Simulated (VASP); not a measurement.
# Ba: relaxation of cell and atoms with PBE

Crystal: Ba.

```
Ba
1.0
    -2.51631    2.51631    2.51631
     2.51631   -2.51631    2.51631
     2.51631    2.51631   -2.51631
Ba
1
Direct
  0.00000 0.00000 0.00000
```

```yaml
Program: VASP 6.6.1
Task: relaxation of cell and atoms
Functional: PBE
Potentials_or_basis: VASP PAW PBE potentials, release 64 (Ba_sv)
Cutoff: 520 eV
k_mesh: 12 × 12 × 12
Occupations: gaussian, width 0.1 eV
Spin: no spin polarisation
Further_INCAR_settings: ALGO = Normal; EDIFF = 1e-07; IBRION = 2; POTIM = 0.3; EDIFFG = -0.005; NSW = 60; ISIF = 3
```

The relaxed volume is 63.70 Å³/atom. The relaxed cell is a = 4.358 Å, b = 4.358 Å, c = 4.358 Å, α = 109.47°, β = 109.47°, γ = 109.47° and the space group after relaxing (to 0.05 Å) is Im-3m (No. 229). The energy gained by relaxing is 0.0 meV/atom, the ionic steps are 2 and the pressure after relaxing is 0.0 GPa. The band gap on the k mesh is none (metal or under the smearing width).

Final structure:
```
CELL_PARAMETERS angstrom
-2.51589 2.51589 2.51589
2.51589 -2.51589 2.51589
2.51589 2.51589 -2.51589
ATOMIC_POSITIONS crystal
Ba 0.00000 0.00000 0.00000
```

Levels at points of the mesh, in eV from the Fermi level:
```tsv
k point	band 3	band 4	band 5	band 6	band 7	band 8
(0.00, 0.00, 0.00)	-13.86	-13.86	-2.74	1.82	1.82	1.82
(0.50, 0.00, 0.00)	-14.00	-13.86	-0.88	0.70	1.22	3.17
(0.50, 0.50, 0.50)	-14.16	-14.16	-0.53	-0.53	4.31	4.31
```

Run time: 26 s on 1 thread of Intel(R) Xeon(R) Platinum 8488C (Sapphire Rapids), on a shared host, peak memory 0.2 GiB.

Spin-orbit coupling is left out, which matters for the levels of Ba.
